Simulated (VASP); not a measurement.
# C2H6 in VASP: further runs, part 2 of 2

VASP 6.6.1.

## 3. Single point, rev-vdW-DF2

INCAR

```
PREC = Accurate
ENCUT = 400
EDIFF = 1E-6
ISMEAR = 0
SIGMA = 0.01
LREAL = False
LASPH = True
NELM = 80
ALGO = Normal
ISIF = 2
LWAVE = False
LCHARG = False
GGA = MK
LUSE_VDW = True
AGGAC = 0.0
PARAM1 = 0.1234
PARAM2 = 0.711357
ZAB_VDW = -1.8867
NBANDS = 17
ISYM = 0
```

KPOINTS

```
Automatic mesh
0
Gamma
  1 1 1
```

POSCAR

```
H3C                                     
1.0
   13.0840340850      0.0000000000      0.0000000000
    0.0000000000     13.5840340850      0.0000000000
    0.0000000000      0.0000000000     14.0840340850
  C               H             
     2     6
Selective dynamics
Direct
     0.5570134924999977    0.5127778825000036    0.5059189571000005   F   F   F
     0.4426308669913304    0.4945297837347574    0.4940493742662621   T   T   T
     0.5739209312434180    0.5510391182086894    0.5729630531916302   T   T   T
     0.6004582580339786    0.4434257698885968    0.5062483197544960   T   T   T
     0.5876875535384635    0.5583983893089022    0.4479938677832370   T   T   T
     0.4121626382587333    0.4488865039124454    0.5520661094625117   T   T   T
     0.4259463346976721    0.4562611605525146    0.4269380359640160   T   T   T
     0.3993767820835074    0.5640020758475355    0.4937415854468255   T   T   T
```

Potentials or basis: VASP PAW PBE potentials, release 64 (C, H).

Run with:

```console
> cat potpaw_PBE.64/C/POTCAR potpaw_PBE.64/H/POTCAR > POTCAR
> mpirun -np 4 vasp_gam > vasp.out
```

OUTCAR:

```text
PREC = Accurate
   ENCUT = 400
   EDIFF = 1E-6
   ISMEAR = 0
   LREAL = False
   LASPH = True
   NELM = 80
   ISIF = 2
   GGA = MK
   ISYM = 0

 ion  position               nearest neighbor table
   1  0.557  0.513  0.506-   4 1.10   5 1.10   3 1.10   2 1.53
   2  0.443  0.495  0.494-   8 1.10   6 1.10   7 1.10   1 1.53
   3  0.574  0.551  0.573-   1 1.10
   4  0.600  0.443  0.506-   1 1.10
   5  0.588  0.558  0.448-   1 1.10
   6  0.412  0.449  0.552-   2 1.10
   7  0.426  0.456  0.427-   2 1.10
   8  0.399  0.564  0.494-   2 1.10

IMPORTANT INFORMATION: All symmetrisations will be switched off!
NOSYMM: (Re-)initialisation of all symmetry stuff for point group C_1.

----------------------------------------------------------------------------------------

                                     Primitive cell

  volume of cell :    2503.2112

  direct lattice vectors                    reciprocal lattice vectors
    13.084034085  0.000000000  0.000000000     0.076429027  0.000000000  0.000000000
[... 134 lines left out ...]
  band No.  band energies     occupation
      1     -18.4479      2.00000
      2     -14.9449      2.00000
      3     -10.4756      2.00000
      4     -10.4753      2.00000
      5      -8.8973      2.00000
      6      -8.1164      2.00000
[... 11 lines left out ...]
     18       1.1230      0.00000
     19       1.1329      0.00000
 [bands above 19 left out]

------------------------ aborting loop because EDIFF is reached ----------------------------------------

  FORCE on cell =-STRESS in cart. coord.  units (eV):
  Direction    XX          YY          ZZ          XY          YZ          ZX
  --------------------------------------------------------------------------------------
  -------------------------------------------------------------------------------------
  Total       -0.6768086     -0.5708181     -0.5695004     -0.0215421     -0.0032338     -0.0139285
  in kB       -0.4331905     -0.3653514     -0.3645081     -0.0137880     -0.0020698     -0.0089149
  external PRESSURE =      -0.3876833 kB  Pullay stress =       0.0000000 kB

 VOLUME and BASIS-vectors are now :
 -----------------------------------------------------------------------------
  energy-cutoff  :      400.00
  volume of cell :     2503.21
      direct lattice vectors                 reciprocal lattice vectors
    13.084034085  0.000000000  0.000000000     0.076429027  0.000000000  0.000000000
     0.000000000 13.584034085  0.000000000     0.000000000  0.073615834  0.000000000
     0.000000000  0.000000000 14.084034085     0.000000000  0.000000000  0.071002384

 POSITION                                       TOTAL-FORCE (eV/Angst)
 -----------------------------------------------------------------------------------
      7.28798      6.96559      7.12538         0.015275      0.002891      0.001981
      5.79140      6.71771      6.95821         0.023080      0.000315     -0.001313
      7.50920      7.48533      8.06963        -0.013556      0.019293      0.039727
      7.85642      6.02351      7.13002         0.001717     -0.045970     -0.002580
      7.68932      7.58530      6.30956        -0.005714      0.023909     -0.039061
      5.39275      6.09769      7.77532        -0.007144     -0.018081      0.025477
      5.57310      6.19787      6.01301        -0.000931     -0.013101     -0.025174
      5.22546      7.66142      6.95387        -0.012727      0.030745      0.000944
 -----------------------------------------------------------------------------------
    total drift:                                0.000095     -0.000244      0.000093

  FREE ENERGIE OF THE ION-ELECTRON SYSTEM (eV)
  ---------------------------------------------------
  free  energy   TOTEN  =       -37.8229315096 eV

  energy  without entropy=      -37.8229315096  energy(sigma->0) =      -37.82293151

Total vdW correction in eV:      2.9075073
```

OSZICAR:

```text
N       E                     dE             d eps       ncg     rms          rms(c)
DAV:   1     0.426043502440E+02    0.42604E+02   -0.31320E+03    56   0.273E+02
DAV:   2    -0.279078745351E+02   -0.70512E+02   -0.70133E+02    52   0.840E+01
DAV:   3    -0.424790705184E+02   -0.14571E+02   -0.14513E+02    64   0.384E+01
[... 17 lines left out ...]
DAV:  21    -0.378229111724E+02   -0.78060E-05   -0.35070E-07    44   0.209E-03    0.102E-03
DAV:  22    -0.378229247555E+02   -0.13583E-04   -0.27883E-07    40   0.220E-03    0.502E-04
DAV:  23    -0.378229285674E+02   -0.38119E-05   -0.38321E-08    48   0.971E-04    0.317E-04
DAV:  24    -0.378229308054E+02   -0.22379E-05   -0.46523E-08    44   0.940E-04    0.163E-04
DAV:  25    -0.378229315096E+02   -0.70425E-06   -0.14742E-08    48   0.616E-04
   1 F= -.37822932E+02 E0= -.37822932E+02  d E =-.241025E-18
```

stdout:

```text
POSCAR found type information on POSCAR C H
 POSCAR found :  2 types and       8 ions
 scaLAPACK will be used
 -----------------------------------------------------------------------------
|                                                                             |
|                                                                             |
[... 33 lines left out ...]
|     I found NBANDS = 17. Now, NBANDS = 20.                                  |
|                                                                             |
 -----------------------------------------------------------------------------

 POSCAR, INCAR and KPOINTS ok, starting setup
 FFT: planning ... GRIDC
 FFT: planning ... GRID_SOFT
 FFT: planning ... GRID
 WAVECAR not read
 entering main loop
```

Wall time 5.1 min (4 MPI ranks of AMD EPYC 9R14 (Zen 4), shared host); peak memory 1.3 GiB.

Results:

| Property | Result |
| --- | --- |
| Free energy | -37.8229 eV |
| Largest force | 0.046 eV/Å |
| Gap between the frontier levels | 7.40 eV |

Forces in eV/Å, atoms in the order of the input:
```
C    0.015  0.003  0.002
C    0.023  0.000 -0.001
H   -0.014  0.019  0.040
H    0.002 -0.046 -0.003
H   -0.006  0.024 -0.039
H   -0.007 -0.018  0.025
H   -0.001 -0.013 -0.025
H   -0.013  0.031  0.001
```

Caveat: the cutoff is under 1.25 times the usual one of these potentials, so pressure, stress and relaxed cells hold a basis-set (Pulay) error; the PAW data sets were made with another functional, which shifts forces and pressure a little.

## 4. Single point, LDA

INCAR

```
PREC = Accurate
ENCUT = 400
EDIFF = 1E-6
ISMEAR = 0
SIGMA = 0.01
LREAL = False
LASPH = True
NELM = 80
ALGO = Normal
ISIF = 2
LWAVE = False
LCHARG = False
NBANDS = 17
ISYM = 0
```

KPOINTS is that of step 3.

POSCAR is that of step 3.

Potentials or basis: VASP PAW LDA potentials, release 64 (C, H).

Run with:

```console
> cat potpaw_LDA.64/C/POTCAR potpaw_LDA.64/H/POTCAR > POTCAR
> mpirun -np 4 vasp_gam > vasp.out
```

It took 23 s on 4 MPI ranks of AMD EPYC 9R14 (Zen 4), shared host; peak memory 0.35 GiB.

It converged, with:

```yaml
Free_energy: -42.1225 eV
Largest_force: 0.495 eV/Å
Gap_between_the_frontier_levels: 7.57 eV
```

Forces in eV/Å, atoms in the order of the input:
```
C   -0.451 -0.074 -0.050
C    0.487  0.077  0.050
H   -0.003  0.031  0.060
H    0.020 -0.065 -0.002
H    0.009  0.038 -0.056
H   -0.020 -0.032  0.043
H   -0.010 -0.025 -0.046
H   -0.030  0.051  0.000
```

Levels at points of the mesh, in eV from the valence-band top:
| k point | band 3 | band 4 | band 5 | band 6 | band 7 | band 8 | band 9 | band 10 | band 11 | band 12 |
| --- | --- | --- | --- | --- | --- | --- | --- | --- | --- | --- |
| (0.00, 0.00, 0.00) | -2.46 | -2.46 | -0.93 | 0.00 | 0.00 | 7.57 | 8.32 | 8.38 | 8.46 | 8.49 |

Caveat: the cutoff is under 1.25 times the usual one of these potentials, so pressure, stress and relaxed cells hold a basis-set (Pulay) error. A hybrid or GW would open this gap; LDA tends to underestimate it.

## 5. Single point, PBEsol

Edit INCAR of step 4 so:

```diff
@@ -12,2 +12,3 @@
 LCHARG = False
+GGA = PS
 NBANDS = 17
```

KPOINTS is that of step 4.

POSCAR is that of step 4.

Potentials or basis: VASP PAW PBE potentials, release 64 (C, H).

Run with:

```console
> cat potpaw_PBE.64/C/POTCAR potpaw_PBE.64/H/POTCAR > POTCAR
> mpirun -np 4 vasp_gam > vasp.out
```

It took 35 s on 4 MPI ranks of AMD EPYC 9R14 (Zen 4), shared host; peak memory 0.45 GiB.

Results (log left out):

```yaml
Free_energy: -40.5939 eV
Largest_force: 0.248 eV/Å
Gap_between_the_frontier_levels: 7.53 eV
```

Forces in eV/Å, atoms in the order of the input:
```
C   -0.208 -0.034 -0.023
C    0.244  0.037  0.023
H    0.005  0.042  0.079
H    0.035 -0.083 -0.001
H    0.020  0.051 -0.071
H   -0.032 -0.045  0.058
H   -0.019 -0.036 -0.065
H   -0.045  0.068  0.000
```

Levels at points of the mesh, in eV from the valence-band top:
| k point | band 5 | band 6 | band 7 | band 8 | band 9 | band 10 |
| --- | --- | --- | --- | --- | --- | --- |
| (0.00, 0.00, 0.00) | -0.87 | 0.00 | 0.00 | 7.53 | 8.26 | 8.32 |

Caveat: the cutoff is under 1.25 times the usual one of these potentials, so pressure, stress and relaxed cells hold a basis-set (Pulay) error; the PAW data sets were made with another functional, which shifts forces and pressure a little. PBEsol gaps usually lie below the measured ones, often by a third to a half.

## 6. Overview

```tsv
level	potentials or basis	gap on the mesh (eV)	largest force (eV/Å)
optB86b-vdW	VASP PAW PBE potentials, release 64 (C, H)	7.34	0.06
rev-vdW-DF2	VASP PAW PBE potentials, release 64 (C, H)	7.40	0.05
LDA	VASP PAW LDA potentials, release 64 (C, H)	7.57	0.50
PBEsol	VASP PAW PBE potentials, release 64 (C, H)	7.53	0.25
```

Alike in all rows: task single point; no spin polarisation; cell as given; k mesh 1 × 1 × 1; cutoff (eV) 400; smearing gaussian 0.01 eV.

Caveats: the cutoff is under 1.25 times the usual one of these potentials, so pressure, stress and relaxed cells hold a basis-set (Pulay) error; the PAW data sets were made with another functional, which shifts forces and pressure a little (some runs).

Absolute energies hang on the potentials; compare differences alone.
